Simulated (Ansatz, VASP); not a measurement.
## GePt in VASP and in Ansatz

```
Ge Pt
1.0
     4.76976    0.00000    0.00000
     0.00000    3.05245    0.00000
     0.00000    0.00000    4.49735
Ge Pt
2 2
Direct
  0.75000 0.00000 0.71750
  0.25000 0.00000 0.28250
  0.75000 0.50000 0.19808
  0.25000 0.50000 0.80192
```

Alike in both runs: functional PBE; k mesh 10 × 16 × 10; occupations gaussian, width 0.1 eV; no spin polarisation.

Ansatz relaxed the structure, and its values are those at the end. VASP's run is a single point on that final structure, the one shown.

```csv
,VASP,Ansatz
version,VASP 6.6.1,Ansatz 0.2.0
potentials or method,"VASP PAW PBE potentials, release 64 (Ge_d, Pt)","scalar-relativistic, plane waves, PAW"
plane-wave cutoff (eV),520,420
valence electrons in the cell,48,64
```

Ansatz gave:

* gap on the k mesh at the Fermi level (eV): none
* pressure (GPa): 0.0
* rms of the force components (eV/Å): 0.000

**Question.** Which values does VASP return?

**Answer.** gap on the k mesh at the Fermi level (eV): none; pressure (GPa): 0.0; rms of the force components (eV/Å): 0.003.

A gap of «none» marks a metal or a gap that the smearing closes. The two sets of potentials don't hold the same shells in valence.

Spin-orbit coupling is left out, which matters for the levels of Pt.
